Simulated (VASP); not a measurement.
# MgO (Periclase) (Fm-3m) in VASP: notebook, part 2 of 2

VASP 6.6.1. Earlier steps stand in the parts before.

### 3 Dielectric tensor, PBE

INCAR

```
  PREC = Accurate
  ENCUT = 600
  EDIFF = 1E-8
  ISMEAR = 0
  SIGMA = 0.03
  LREAL = F
  LASPH = T
  NELM = 80
  ALGO = Normal
  ISIF = 2
  LWAVE = F
  LCHARG = F
  GGA = PE
  LEPSILON = T
```

KPOINTS

```
regular mesh
0
Monkhorst-Pack
  18 18 18
```

POSCAR

```
MgO                                     
1.0
    0.0000000000      2.1224813280      2.1224813280
    2.1224813280      0.0000000000      2.1224813280
    2.1224813280      2.1224813280      0.0000000000
  Mg              O             
     1     1
Direct
     0.0000000000000000    0.0000000000000000    0.0000000000000000
     0.5000000000000000    0.5000000000000000    0.5000000000000000
```

Potentials or basis: VASP PAW PBE potentials, release 64 (Mg, O).

Started as:

```
cat potpaw_PBE.64/Mg/POTCAR potpaw_PBE.64/O/POTCAR > POTCAR
mpirun -np 1 vasp_std > vasp.out
```

OUTCAR:

```text
PREC = Accurate
   ENCUT = 600
   EDIFF = 1E-8
   ISMEAR = 0
   LREAL = F
   LASPH = T
   NELM = 80
   ISIF = 2
   GGA = PE
   LEPSILON = T

 ion  position               nearest neighbor table
   1  0.000  0.000  0.000-   2 2.12   2 2.12   2 2.12   2 2.12   2 2.12   2 2.12
   2  0.500  0.500  0.500-   1 2.12   1 2.12   1 2.12   1 2.12   1 2.12   1 2.12

  LATTYP: Found a face centered cubic cell.
 ALAT       =     4.2449626560

  Lattice vectors:

 A1 = (   0.0000000000,   2.1224813280,   2.1224813280)
 A2 = (   2.1224813280,   0.0000000000,   2.1224813280)
 A3 = (   2.1224813280,   2.1224813280,   0.0000000000)

Analysis of symmetry for initial positions (statically):
=====================================================================
 Subroutine PRICEL returns:
 Original cell was already a primitive cell.

 Routine SETGRP: Setting up the symmetry group for a
 face centered cubic supercell.

 Subroutine GETGRP returns: Found 48 space group operations
 (whereof 48 operations were pure point group operations)
 out of a pool of 48 trial point group operations.

The static configuration has the point symmetry O_h .

Analysis of symmetry for dynamics (positions and initial velocities):
=====================================================================
 Subroutine PRICEL returns:
 Original cell was already a primitive cell.

 Routine SETGRP: Setting up the symmetry group for a
 face centered cubic supercell.

 Subroutine GETGRP returns: Found 48 space group operations
 (whereof 48 operations were pure point group operations)
 out of a pool of 48 trial point group operations.

The dynamic configuration has the point symmetry O_h .

 Subroutine INISYM returns: Found 48 space group operations
 (whereof 48 operations are pure point group operations),
 and found     1 'primitive' translations

----------------------------------------------------------------------------------------

                                     Primitive cell

  volume of cell :      19.1232

  direct lattice vectors                    reciprocal lattice vectors
     0.000000000  2.122481328  2.122481328    -0.235573333  0.235573333  0.235573333
     2.122481328  0.000000000  2.122481328     0.235573333 -0.235573333  0.235573333
     2.122481328  2.122481328  0.000000000     0.235573333  0.235573333 -0.235573333

  length of vectors
     3.001641880  3.001641880  3.001641880     0.408024981  0.408024981  0.408024981

  position of ions in fractional coordinates (direct lattice)
     0.000000000  0.000000000  0.000000000
     0.500000000  0.500000000  0.500000000

  ion indices of the primitive-cell ions
   primitive index   ion index
                 1           1
                 2           2

[... 375 lines left out ...]
      1     -13.2578      2.00000
      2      -0.4623      2.00000
      3       2.3807      2.00000
      4       2.5065      2.00000
      5      10.6813      0.00000
      6      15.0252      0.00000
      7      18.8910      0.00000
      8      19.5020      0.00000

 [... further k-points ...]

  FORCE on cell =-STRESS in cart. coord.  units (eV):
  Direction    XX          YY          ZZ          XY          YZ          ZX
  --------------------------------------------------------------------------------------
  -------------------------------------------------------------------------------------
  Total       -0.0036673     -0.0036673     -0.0036673      0.0000000      0.0000000      0.0000000
  in kB       -0.3072555     -0.3072555     -0.3072555      0.0000000      0.0000000      0.0000000
  external PRESSURE =      -0.3072555 kB  Pullay stress =       0.0000000 kB

 VOLUME and BASIS-vectors are now :
 -----------------------------------------------------------------------------
  energy-cutoff  :      600.00
  volume of cell :       19.12
      direct lattice vectors                 reciprocal lattice vectors
     0.000000000  2.122481328  2.122481328    -0.235573333  0.235573333  0.235573333
     2.122481328  0.000000000  2.122481328     0.235573333 -0.235573333  0.235573333
     2.122481328  2.122481328  0.000000000     0.235573333  0.235573333 -0.235573333

 POSITION                                       TOTAL-FORCE (eV/Angst)
 -----------------------------------------------------------------------------------
      0.00000      0.00000      0.00000         0.000000      0.000000      0.000000
      2.12248      2.12248      2.12248         0.000000      0.000000     -0.000000
 -----------------------------------------------------------------------------------
    total drift:                               -0.000000     -0.000000      0.000000

  FREE ENERGIE OF THE ION-ELECTRON SYSTEM (eV)
  ---------------------------------------------------
  free  energy   TOTEN  =       -11.9149679779 eV

  energy  without entropy=      -11.9149679779  energy(sigma->0) =      -11.91496798

 HEAD OF MICROSCOPIC STATIC DIELECTRIC TENSOR (INDEPENDENT PARTICLE, excluding Hartree and local field effects)
 ------------------------------------------------------
           3.224644     0.000000    -0.000000
           0.000000     3.224644    -0.000000
          -0.000000    -0.000000     3.224644
 ------------------------------------------------------

 Free energy of the ion-electron system (eV)
  ---------------------------------------------------
  ---------------------------------------------------
  free energy    TOTEN  =        -0.12606523 eV

  energy without entropy =       -0.12606523

------------------------ aborting loop because EDIFF is reached ----------------------------------------

--------------------------------------- Ionic step        2  -------------------------------------------

------------------------ aborting loop because EDIFF is reached ----------------------------------------

--------------------------------------- Ionic step        3  -------------------------------------------

 Free energy of the ion-electron system (eV)
  ---------------------------------------------------
  ---------------------------------------------------
  free energy    TOTEN  =        -0.12606523 eV

  energy without entropy =       -0.12606523

------------------------ aborting loop because EDIFF is reached ----------------------------------------

 PIEZOELECTRIC TENSOR FIELD DIRECTION 3  (e Angst)
 -----------------------------------------------------------------------------
    -0.00014  0.00000  0.00000           ( -0.00001  0.00000  0.00000)
     0.00000 -0.00014 -0.00000           (  0.00000 -0.00001 -0.00000)
    -0.00000  0.00000 -0.00009           (  0.00000 -0.00000 -0.00001)

 PIEZOELECTRIC TENSOR FIELD DIRECTION 3  (C/m^2)
 -----------------------------------------------------------------------------
    -0.00012  0.00000  0.00000
     0.00000 -0.00012 -0.00000
    -0.00000  0.00000 -0.00007

 MACROSCOPIC STATIC DIELECTRIC TENSOR (including local field effects in DFT)
 ------------------------------------------------------
           3.160919    -0.000000    -0.000000
          -0.000000     3.160919     0.000000
           0.000000     0.000000     3.160919
 ------------------------------------------------------

 PIEZOELECTRIC TENSOR (including local field effects)  for field in x, y, z        (e  Angst)
          XX          YY          ZZ          XY          YZ          ZX
  --------------------------------------------------------------------------------
  x     0.00000     0.00000     0.00000     0.00000     0.00000     0.00000
  y     0.00000     0.00000     0.00000     0.00000     0.00000     0.00000
  z     0.00000     0.00000     0.00000     0.00000     0.00000     0.00000

 PIEZOELECTRIC TENSOR (including local field effects)  for field in x, y, z        (C/m^2)
          XX          YY          ZZ          XY          YZ          ZX
  --------------------------------------------------------------------------------
  x     0.00000     0.00000     0.00000     0.00000     0.00000     0.00000
  y     0.00000     0.00000     0.00000     0.00000     0.00000     0.00000
  z     0.00000     0.00000     0.00000     0.00000     0.00000     0.00000

 BORN EFFECTIVE CHARGES (including local field effects) (in |e|, cummulative output)
 ---------------------------------------------------------------------------------
 ion    1
    1     1.97872     0.00000     0.00000
    2     0.00000     1.97872     0.00000
    3     0.00000     0.00000     1.97872
 ion    2
    1    -1.97872     0.00000     0.00000
    2     0.00000    -1.97872     0.00000
    3     0.00000     0.00000    -1.97872
```

OSZICAR:

```text
N       E                     dE             d eps       ncg     rms          rms(c)
DAV:   1     0.184513640738E+02    0.18451E+02   -0.51644E+03 10320   0.998E+02
DAV:   2    -0.129705298354E+02   -0.31422E+02   -0.29896E+02 11080   0.154E+02
DAV:   3    -0.134693706778E+02   -0.49884E+00   -0.49884E+00 11624   0.225E+01
[... 15 lines left out ...]
RMM:   4    -0.125054345131E+00   -0.82490E-02   -0.21953E-03 39498   0.500E-01    0.330E-02
RMM:   5    -0.125929828090E+00   -0.87548E-03   -0.38051E-05 42033   0.693E-02    0.649E-03
RMM:   6    -0.126011337455E+00   -0.81509E-04   -0.45832E-07 43597   0.724E-03    0.264E-03
RMM:   7    -0.126063684466E+00   -0.52347E-04   -0.16879E-07 42995   0.447E-03    0.158E-04
RMM:   8    -0.126064643755E+00   -0.95929E-06   -0.17491E-09 42819   0.375E-04    0.801E-05
RMM:   9    -0.126065232066E+00   -0.58831E-06   -0.70811E-10 38291   0.194E-04    0.713E-06
```

Wall time 6.9 min (1 thread of Intel Xeon Platinum 8559C (Emerald Rapids), shared host); peak memory 0.81 GiB.

Results:

```
Electronic dielectric tensor (diagonal) : 3.16
Born charges (mean of the diagonal)     : Mg +1.98; O -1.98 e
```

Levels at points of the mesh, in eV from the valence-band top:
| k point | band 2 | band 3 | band 4 | band 5 | band 6 | band 7 |
| --- | --- | --- | --- | --- | --- | --- |
| (0.03, 0.03, 0.03) | -0.05 | 0.00 | 0.00 | 4.57 | 15.53 | 15.69 |

Electronic dielectric tensor:
```
3.16 0.00 0.00
0.00 3.16 0.00
0.00 0.00 3.16
```

Born effective charge tensors (e):
atom 1, Mg
```
1.98 0.00 0.00
0.00 1.98 0.00
0.00 0.00 1.98
```
atom 2, O
```
-1.98  0.00  0.00
 0.00 -1.98  0.00
 0.00  0.00 -1.98
```

### 4 Against experiment

Step 3. A measured high-frequency dielectric constant of MgO is 2.95 (295 K; “Infrared Optical Properties of Ferropericlase (Mg1-xFexO): Experiment and Theory”, 2007, arxiv:0704.2267); the calculated 3.16 misses it by +7.1 %.
